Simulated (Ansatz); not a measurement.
**WSi2As4 monolayer in a perpendicular field**

Aim: how the WSi2As4 monolayer screens a field along its normal, and what the field does to its bands. A positive field points along +c.

Calculated with Ansatz 0.2.0; plane-wave DFT, PBE-D3(BJ), Ansatz PAW.

## (1) The starting structure

The cell holds 7 atoms: 4 As, 2 Si and 1 W. Cell: a = 3.630 Å, b = 3.630 Å, c = 49.355 Å, α = 90.0°, β = 90.0°, γ = 120.0°. Vacuum lies along c.

## (2) Relaxing the slab

The starting cell is a guess, so the in-plane lattice and the atoms are relaxed first, with the slab cut off from its images along the normal.

File input.yaml:

```yaml
crystal:
  lattice:
    - [3.63, 0.0, 0.0]
    - [-1.815, 3.1436722157, 0.0]
    - [0.0, 0.0, 49.355114908]
  atoms:
    - { symbol: As, position: [0.0, 0.0, 0.4072526229] }
    - { symbol: Si, position: [0.3333333333, 0.6666666667, 0.4226911672] }
    - { symbol: As, position: [0.3333333333, 0.6666666667, 0.4678739209] }
    - { symbol: W, position: [0.0, 0.0, 0.5] }
    - { symbol: As, position: [0.3333333333, 0.6666666667, 0.5321260791] }
    - { symbol: Si, position: [0.3333333333, 0.6666666667, 0.5773088328] }
    - { symbol: As, position: [0.0, 0.0, 0.5927473771] }
  periodic: [true, true, false]
kpoints:
  mp_grid: { grid: [12, 12, 1] }
hamiltonian:
  xc: pbe
  dispersion: d3bj
scf:
  occupations: { method: fermi_dirac, width: 0.05 }
  convergence: { dr2_threshold: 1.0e-09 }
relax:
  f_tol: 0.004
  max_steps: 90
  cell: {}
output:
  write_potential: true
  write_density: true
  volumetric_format: npy
```

Command:

```console
$ ansatz run input.yaml --threads 4 --pin off --max-ram 6144MiB --backend cpu --events-out ev --progress --plain --runs-dir out
```

Numbers of over 12 decimals in the logs are rounded to 6 here.

The log of the run:

```text
Warning: relax.cell: scf.convergence.dr2_threshold = 1e-9 eV is looser than the 1.90778098944e-10 eV advised for a relaxation that steers and ends on the stress (1e-10 eV for each atom of the cell: 7, times the square of relax.cell.stress_2d_tol = 0.05 N/m over 19.2 Å (the atoms' height at the walk's start and 5 Å past either face), 2.610e-2 GPa, over a crystal's default 0.05). What an SCF threshold leaves in a stress goes as its square root, and in the free energy as the threshold itself, and one threshold admits the most on a small cell: [figures from the program's tests cut] Set scf.convergence.dr2_threshold to 1.90778098944e-10 eV or tighter. [rest of the remark cut]
Engine: ansatz 0.2.0, x86_64-unknown-linux-gnu
Pseudopotentials: kind: paw
Pseudopotential: As, paw, valence charge 15, recommended cutoff 420 eV (normal), As.paw.azcp
Pseudopotential: Si, paw, valence charge 4, recommended cutoff 420 eV (normal), Si.paw.azcp
Pseudopotential: W, paw, valence charge 14, recommended cutoff 420 eV (normal), W.paw.azcp
Functional definition: PBE
  parameter kappa = 0.804
  parameter beta = 0.066725
  exchange = pbe_x(kappa = kappa, mu = beta*pi^2/3)
  correlation = pbe_c(beta = beta)
Crystal: 7 atoms, lattice volume = 563.217 Å³
Basis set: ecut = 420 eV, 10869 PW (Γ), exchange–correlation on 50×50×720 points (8 copies of the dense FFT grid, shifted against one another)
Bands: 50, of which v1, the nominal top of the filled ones, is band 41 counted from 1 (40 counted from 0)
Symmetry: 12 space group operations
Space group: P-6m2 (ITA 187), of the structure as read, at distance tolerance 8.3e-5 Å
k-points: 19 of 144 (time reversal used)
Non-local potential: As, projectors of the file, l = 0: 2, l = 1: 2, l = 2: 3, l = 3: 1
Non-local potential: Si, projectors of the file, l = 0: 2, l = 1: 2, l = 2: 2
Non-local potential: W, projectors of the file, l = 0: 3, l = 1: 2, l = 2: 2, l = 3: 1
PAW form: soft (Blöchl's): semilocal exchange-correlation on the pseudo side does not see the compensation charge
PAW one-centre angular grid: As, 590 points (default); XC on 64 Gauss nodes
PAW one-centre angular grid: Si, 110 points (default); XC on 64 Gauss nodes
PAW one-centre angular grid: W, 590 points (default); XC on 64 Gauss nodes
Initial density: superposition of atomic densities (neutral atoms: chi_scale 0, normalization atom), corrected by the library's trained network
Initial wavefunctions: pseudopotential atomic-orbital guess
Functional: x = pbe(κ = 0.804, μ = 0.219515), c = pbe(β = 0.066725)
SCF iter   1: F=—  HF=-31082.376629 eV  |F-HF|=—  |Δ(HF+E_count)|=         —  Δρ=4.19e-3  dr2=1.28e0  ethr=1.77e-3  ⟨swp⟩=15.1  Hψ=6017  notcnv=0  defer=6
preconditioner: auto → Resta (q_TF=auto, 1.979 Å⁻¹)  ε∞=2.2  [insulator: Δε(μ)=0.769 eV  Ē_g=8.434 eV  σ=0.050 eV  W_gap=1.00  n_scr=30 (ndim 8)  ℏωp=9.1 eV  f_vac=0.737  D(μ)=0.00/eV (n_scr^D=0)  ε∞_Penn≈2.2  vacuum switching on, ρ_ref=5.2e-3 e/Å³]
SCF iter   2: F=—  HF=-31082.785198 eV  |F-HF|=—  |Δ(HF+E_count)|=   4.09e-1  Δρ=1.23e-2  dr2=9.38e0  ethr=1.56e-3  ⟨swp⟩=5.2  Hψ=1729  notcnv=0  defer=35  recentre
preconditioner: auto → LDOS  [insulator: Δε(μ)=0.154 eV  Ē_g=8.500 eV  σ=0.050 eV  W_gap=0.56  n_scr=30 (ndim 8)  ℏωp=9.1 eV  f_vac=0.736  D(μ)=2.44/eV (n_scr^D=12)  ε∞_Penn≈2.2  β→1.0]
SCF iter   3: F=—  HF=-31082.277643 eV  |F-HF|=—  |Δ(HF+E_count)|=   5.08e-1  Δρ=1.62e-3  dr2=2.29e-1  ethr=1.56e-3  ⟨swp⟩=4.4  Hψ=1663  notcnv=0  defer=43
SCF iter   4: F=—  HF=-31082.250253 eV  |F-HF|=—  |Δ(HF+E_count)|=   2.74e-2  Δρ=9.42e-4  dr2=2.13e-2  ethr=2.79e-4  ⟨swp⟩=3.9  Hψ=1700  notcnv=0  defer=44
SCF iter   5: F=—  HF=-31082.248072 eV  |F-HF|=—  |Δ(HF+E_count)|=   2.18e-3  Δρ=2.00e-4  dr2=1.06e-3  ethr=2.60e-5  ⟨swp⟩=2.9  Hψ=1398  notcnv=0  defer=44
SCF iter   6: F=—  HF=-31082.247983 eV  |F-HF|=—  |Δ(HF+E_count)|=   8.86e-5  Δρ=8.34e-5  dr2=1.43e-4  ethr=1.29e-6  ⟨swp⟩=3.0  Hψ=1420  notcnv=0  defer=44
SCF iter   7: F=—  HF=-31082.247991 eV  |F-HF|=—  |Δ(HF+E_count)|=   7.35e-6  Δρ=4.26e-5  dr2=1.19e-4  ethr=1.74e-7  ⟨swp⟩=3.0  Hψ=1521  notcnv=0  defer=44
SCF iter   8: F=—  HF=-31082.247984 eV  |F-HF|=—  |Δ(HF+E_count)|=   6.29e-6  Δρ=1.60e-5  dr2=5.61e-6  ethr=1.46e-7  ⟨swp⟩=2.9  Hψ=1228  notcnv=0  defer=44
SCF iter   9: F=—  HF=-31082.247981 eV  |F-HF|=—  |Δ(HF+E_count)|=   3.31e-6  Δρ=4.73e-6  dr2=9.91e-7  ethr=6.84e-9  ⟨swp⟩=3.2  Hψ=1577  notcnv=0  defer=44
SCF iter  10: F=—  HF=-31082.247981 eV  |F-HF|=—  |Δ(HF+E_count)|=   1.21e-8  Δρ=1.90e-6  dr2=1.21e-7  ethr=1.21e-9  ⟨swp⟩=2.4  Hψ=1198  notcnv=0  defer=44
SCF iter  11: F=—  HF=-31082.247981 eV  |F-HF|=—  |Δ(HF+E_count)|=   7.02e-9  Δρ=3.59e-7  dr2=2.07e-9  ethr=1.47e-10  ⟨swp⟩=3.4  Hψ=1735  notcnv=0  defer=44
SCF iter  12: F=-31082.247981 eV  HF=-31082.247981 eV  |F-HF|=1.08e-9  |Δ(HF+E_count)|=  3.57e-10  Δρ=1.31e-7  dr2=1.36e-10  ethr=1.22e-12  ⟨swp⟩=12.6  Hψ=7366  notcnv=0
SCF 1 converged in 12 iterations: F = -31082.247981 eV  dr2 = 1.36e-10
  greatest PAW one-centre occupation: 1.000 electrons in one spin orbital (limit 2), on the W atom at site 3 (counted from 0), in its partial waves of l = 0
relax step   1: F+E_penalty+E_count = -31082.24798102 eV  Δ(F+E_penalty+E_count) = +0.000e0 eV  max|allowed force component| = 3.106e0 eV/Å  Δτ_max = 0.0000 Å  P = +1.913 N/m  Ω = 563.217 Å³  fix = [c, alpha, beta]  reactions: c +0.000 N/m  (12 SCF iters, accepted)
Crystal: 7 atoms, lattice volume = 550.109 Å³
Basis set: ecut = 420 eV, 10539 PW (Γ), exchange–correlation on 50×50×720 points (8 copies of the dense FFT grid, shifted against one another)
Initial density: handed on by an earlier stage of this run
Initial wavefunctions: those handed on with the density
iter 1 solved again at ethr=6.36e-4 eV; its pass at ethr=3.10e-3 eV (dr2=5.21e-1 eV) is discarded
SCF iter   1: F=—  HF=-31083.647673 eV  |F-HF|=—  |Δ(HF+E_count)|=         —  Δρ=7.86e-3  dr2=5.22e-1  ethr=6.36e-4  ⟨swp⟩=2.4  Hψ=6498  notcnv=0
preconditioner: auto → Resta (q_TF=auto, 1.987 Å⁻¹)  ε∞=2.2  [insulator: Δε(μ)=0.365 eV  Ē_g=8.494 eV  σ=0.050 eV  W_gap=0.94  n_scr=30 (ndim 8)  ℏωp=9.2 eV  f_vac=0.729  D(μ)=0.05/eV (n_scr^D=0)  ε∞_Penn≈2.2  vacuum switching on, ρ_ref=5.2e-3 e/Å³]
SCF iter   2: F=—  HF=-31083.556325 eV  |F-HF|=—  |Δ(HF+E_count)|=   9.13e-2  Δρ=4.15e-3  dr2=1.69e-1  ethr=6.36e-4  ⟨swp⟩=4.4  Hψ=1821  notcnv=0
SCF iter   3: F=—  HF=-31083.534733 eV  |F-HF|=—  |Δ(HF+E_count)|=   2.16e-2  Δρ=2.72e-3  dr2=7.70e-2  ethr=2.06e-4  ⟨swp⟩=4.5  Hψ=1936  notcnv=0  defer=37
[...]
SCF 3 converged in 12 iterations: F = -31083.777935 eV  dr2 = 2.32e-11
relax step   3: F+E_penalty+E_count = -31083.77793516 eV  Δ(F+E_penalty+E_count) = -2.540e-1 eV  max|allowed force component| = 1.443e-1 eV/Å  Δτ_max = 0.1960 Å  P = +0.250 N/m  Ω = 541.552 Å³  energy of the carried Pulay correction = +9.396e-4 eV  fix = [c, alpha, beta]  reactions: c +0.000 N/m  (12 SCF iters, accepted)
[...]
relax step   4: F+E_penalty+E_count = -31083.78009368 eV  Δ(F+E_penalty+E_count) = -2.159e-3 eV  max|allowed force component| = 3.769e-2 eV/Å  Δτ_max = 0.0114 Å  P = +0.068 N/m  Ω = 542.517 Å³  energy of the carried Pulay correction = +8.970e-4 eV  fix = [c, alpha, beta]  reactions: c +0.000 N/m  (9 SCF iters, accepted)
[...]
relax step   5: F+E_penalty+E_count = -31083.78023869 eV  Δ(F+E_penalty+E_count) = -1.450e-4 eV  max|allowed force component| = 4.126e-3 eV/Å  Δτ_max = 0.0044 Å  P = +0.018 N/m  Ω = 542.693 Å³  energy of the carried Pulay correction = +8.892e-4 eV  fix = [c, alpha, beta]  reactions: c +0.000 N/m  (9 SCF iters, accepted)
[...]
relax step   6: F+E_penalty+E_count = -31083.78023660 eV  Δ(F+E_penalty+E_count) = +2.093e-6 eV  max|allowed force component| = 1.160e-3 eV/Å  Δτ_max = 0.0007 Å  P = -0.002 N/m  Ω = 542.810 Å³  energy of the carried Pulay correction = +8.841e-4 eV  fix = [c, alpha, beta]  reactions: c -0.000 N/m  (7 SCF iters, accepted)
Basis set: ecut = 420 eV, 10467 PW (Γ), exchange–correlation on 48×48×720 points (8 copies of the dense FFT grid, shifted against one another)
Initial wavefunctions: pseudopotential atomic-orbital guess (no wavefunctions were taken with the density)
iter 1 solved again at ethr=1.37e-6 eV; its pass at ethr=3.10e-3 eV (dr2=1.13e-3 eV) is discarded
SCF iter   1: F=—  HF=-31083.779507 eV  |F-HF|=—  |Δ(HF+E_count)|=         —  Δρ=1.99e-5  dr2=3.76e-7  ethr=1.37e-6  ⟨swp⟩=6.3  Hψ=9296  notcnv=0
eigensolver tolerance schedule: the retry pair's looser diagonalisation over-reported the residual by 2992.12 of it (diagonalisation noise at an unbounded share of the residual, at the tolerance the schedule requests for it); recorded, not acted on — ethr = c·dr2/N_el stays at c = 1.0e-1
SCF iter   2: F=—  HF=-31083.779485 eV  |F-HF|=—  |Δ(HF+E_count)|=   2.19e-5  Δρ=1.12e-5  dr2=1.52e-7  ethr=4.59e-10  ⟨swp⟩=5.3  Hψ=3099  notcnv=0
SCF iter   3: F=—  HF=-31083.779485 eV  |F-HF|=—  |Δ(HF+E_count)|=   1.38e-7  Δρ=4.49e-6  dr2=2.50e-7  ethr=1.85e-10  ⟨swp⟩=2.9  Hψ=1837  notcnv=0
SCF iter   4: F=—  HF=-31083.779485 eV  |F-HF|=—  |Δ(HF+E_count)|=   9.36e-9  Δρ=2.35e-6  dr2=1.01e-7  ethr=1.85e-10  ⟨swp⟩=3.0  Hψ=1481  notcnv=0
SCF iter   5: F=—  HF=-31083.779485 eV  |F-HF|=—  |Δ(HF+E_count)|=   3.97e-9  Δρ=9.79e-7  dr2=8.76e-9  ethr=1.23e-10  ⟨swp⟩=2.2  Hψ=1246  notcnv=0
SCF iter   6: F=-31083.779485 eV  HF=-31083.779485 eV  |F-HF|=2.18e-10  |Δ(HF+E_count)|=  6.48e-10  Δρ=2.93e-7  dr2=5.92e-10  ethr=1.22e-12  ⟨swp⟩=16.1  Hψ=8942  notcnv=0
SCF 7 converged in 6 iterations: F = -31083.779485 eV  dr2 = 5.92e-10
  Residual-converged pass: ⟨swp⟩=1.1  Hψ=1029  notcnv=0  max |occ|·‖R‖ = 7.0e-9 eV (tolerance 1.0e-8 eV)  dr2=5.92e-10  dr2_onsite=6.52e-12  max |Δocc| = 6.4e-14
relax step   7: F+E_penalty+E_count = -31083.77948503 eV  Δ(F+E_penalty+E_count) = +7.516e-4 eV  max|allowed force component| = 1.188e-3 eV/Å  Δτ_max = 0.0000 Å  P = -0.011 N/m  Ω = 542.810 Å³  fix = [c, alpha, beta]  reactions: c -0.000 N/m  stress off target by 1.05e-2 N/m on what of the cell is left free  SCF on the basis re-selected at this cell (its energy is not comparable with the rows above)  (6 SCF iters)
basis re-selected at this cell: Δ(F+E_penalty+E_count) = +7.516e-4 eV, ΔP = -0.008 N/m vs the last step (what re-selecting the basis moved, of the pressure what is left beyond the Pulay correction that the steps carried, after the strain that the cell walked since its last selection, with what the two solves' SCF thresholds leave and, on support functions, any second-order correction that the steps lacked; it is no measure of the basis error at this ecutwfc). The dense FFT grid was sized anew with the basis: this SCF ran on 24×24×360 points, the steps before it on 25×25×360, so part of this shift can come from that change (see relax.cell in the input reference). [rest of the remark cut]
WARN: The output density's exchange-correlation potential varies sharply where the density is thin. Do not read a vacuum level from v_tot or v_xc, or from such a field of the output density. On a cell that repeats whose density bears no net charge and no dipole along the vacuum's axis use v_es (v_loc + v_h of the components); under efield.dipole_correction with no amplitude use v_es + v_field, which holds any externa [...]
SCF converged after 6 iterations
Free energy (F): -31083.779485 eV
Harris-Foulkes:  -31083.779485 eV  (|F-HF|=2.18e-10)
Internal energy: -31083.779470 eV  (E = F + TS)
E sigma→0 (E₀):  -31083.779478 eV
Entropy (-TS):   -0.000015 eV (-0.002 meV/atom)
Fermi energy:    -4.404963 eV
--- Per-component energies (eV) ---
  E_band       = -2359.124104
  E_kinetic    = 946.993582
  E_local      = -475154.578103  (includes V_loc(G=0)·N_el)
  E_nonlocal   = -2628.053738
  E_hartree    = 237165.818717
  E_xc         = -695.309999
  E_vxc        = -650.893461  (∫ρ·V_xc dr)
  E_paw        = -16930.278906  (= ΣΔE_a)
  E_vpaw       = 795.776489  (= ΣTr[D̂ρ^β])
  E_aug_tail   = -0.000023  (compensation charges beyond the density's cutoff)
  E_ewald      = 226214.165603
  E_disp       = -2.536603  (pairwise vdW)
  E_smearing   = -0.000015  (= −TS)
  E_closure    = 0.000000  (closes the sum)
  Σ components = -31083.779485   (vs F -31083.779485, Δ=0.00e0)
--- Forces (eV/Å), atoms counted from 1 ---
  atom   1  As     0.00000000    -0.00000000    -0.00088171
  atom   2  Si    -0.00000000     0.00000000     0.00118795
  atom   3  As     0.00000000    -0.00000000     0.00013833
  atom   4  W      0.00000000    -0.00000000     0.00000000
  atom   5  As     0.00000000    -0.00000000    -0.00013833
  atom   6  Si    -0.00000000     0.00000000    -0.00118795
  atom   7  As     0.00000000    -0.00000000     0.00088171
  max |Σ_I F_I| component: 4.74e-17 eV/Å
--- 2D stress c σ (N/m, compression-positive) ---
       -0.010504       0.000000       0.000000
        0.000000      -0.010504       0.000000
        0.000000       0.000000       0.000000
  P = ½ c Tr σ = -0.0105 N/m
--- Band table (eV; the first three rows and the last of 19) ---
  k-point 0: bands = [... 37 lower, -5.3520, -5.2792, -5.2792, -5.0557, -2.0307, -1.9938, -1.9906, -1.9906, ... 5 higher]
  k-point 1: bands = [... 37 lower, -5.6639, -5.5572, -5.4690, -5.0443, -2.3245, -2.2593, -1.7972, -1.7187, ... 5 higher]
  k-point 2: bands = [... 37 lower, -5.9963, -5.8873, -5.8841, -5.2019, -2.8278, -2.7522, -1.8502, -1.8414, ... 5 higher]
  k-point 18: bands = [... 37 lower, -7.6408, -6.6434, -5.8810, -4.7851, -3.9943, -3.6236, -3.2345, -2.5295, ... 5 higher]
  the weakly bound empty levels are not read free of the cell's end (no_gap_told)
--- Relaxed structure (6 steps of the walk, 6 accepted, 1 SCFs on fresh bases) ---
  F+E_penalty+E_count = -31083.77948503 eV   max|allowed force component| = 1.188e-3 eV/Å   (the final SCF, on the basis selected at the relaxed cell)
  cell:  # Å, volume = 542.8103 Å³
    - [3.563630, -7.368535434307524e-18, 0.0]
    - [-1.781815, 3.086194, 0.0]
    - [0.0, 0.0, 49.355114908]
  atoms:
    - { symbol: As, position: [1.057355261855499e-17, -5.1357255561990634e-17, 0.399235] }
    - { symbol: Si, position: [0.333333, 0.666667, 0.422079] }
    - { symbol: As, position: [0.333333, 0.666667, 0.469557] }
    - { symbol: W, position: [1.057355261855499e-17, -5.1357255561990634e-17, 0.500000] }
    - { symbol: As, position: [0.333333, 0.666667, 0.530443] }
    - { symbol: Si, position: [0.333333, 0.666667, 0.577921] }
    - { symbol: As, position: [1.057355261855499e-17, -5.1357255561990634e-17, 0.600765] }
```

It took 60 s on 4 threads of Intel Xeon 6975P-C (Granite Rapids), shared host; peak memory 1.4 GiB; 3.8 min of CPU time.

Step by step:

```tsv
step	energy less that of the first step (eV)	largest force component (eV/Å)	volume (Å³)
1	0.0000	3.1064	563.22
2	-1.2760	1.5460	550.11
3	-1.5300	0.1443	541.55
4	-1.5321	0.0377	542.52
5	-1.5323	0.0041	542.69
6	-1.5323	0.0012	542.81
7*	-1.5315	0.0012	542.81
```

Relaxation steps marked * repeat the geometry before them on a plane-wave basis chosen anew for their cell, so energy and pressure can jump there.

The run keeps the 12 symmetry operations that it works with, so distortions that break them were not tested.

```tsv
cell as run	before	after	change
a (Å)	3.630	3.564	-1.8 %
b (Å)	3.630	3.564	-1.8 %
```

The atoms that moved most (Å, along periodic axes as changes of fractional coordinates times the final cell, across vacuum about the mean position):

```tsv
atom	dx	dy	dz	length
As1	0.000	0.000	-0.396	0.396
As7	0.000	0.000	0.396	0.396
As5	0.000	0.000	-0.083	0.083
As3	0.000	0.000	0.083	0.083
Si2	0.000	0.000	-0.030	0.030
Si6	0.000	0.000	0.030	0.030
```

The relaxed structure:

```cif
data_structure
_symmetry_space_group_name_H-M 'P 1'
_symmetry_Int_Tables_number 1
_cell_length_a 3.5636
_cell_length_b 3.5636
_cell_length_c 49.3551
_cell_angle_alpha 90.000
_cell_angle_beta 90.000
_cell_angle_gamma 120.000
_cell_volume 542.81
loop_
_atom_site_label
_atom_site_type_symbol
_atom_site_fract_x
_atom_site_fract_y
_atom_site_fract_z
_atom_site_occupancy
As1 As 0.00000 0.00000 0.39924 1
Si2 Si 0.33333 0.66667 0.42208 1
As3 As 0.33333 0.66667 0.46956 1
W4 W 0.00000 0.00000 0.50000 1
As5 As 0.33333 0.66667 0.53044 1
Si6 Si 0.33333 0.66667 0.57792 1
As7 As 0.00000 0.00000 0.60076 1
```

The lattice constant a goes from 3.630 to 3.564 Å.

(Part 1 of 2 ends here.)

[Logs are printed without paths, hosts, clocks, repeated set-up lines and the standing remarks that a program may print on its own settings, such as how far it seeks lower states.]

[Hosts, paths, dates, database ids (printed as entryN), source tags and the programs' standing remarks are cut or masked in the printed files.]

[Maps of the electrostatic potential energy from Ansatz leave out the sawtooth potential of an applied field or a dipole correction, so their vacuum need not be flat; planar profiles and work functions include it.]
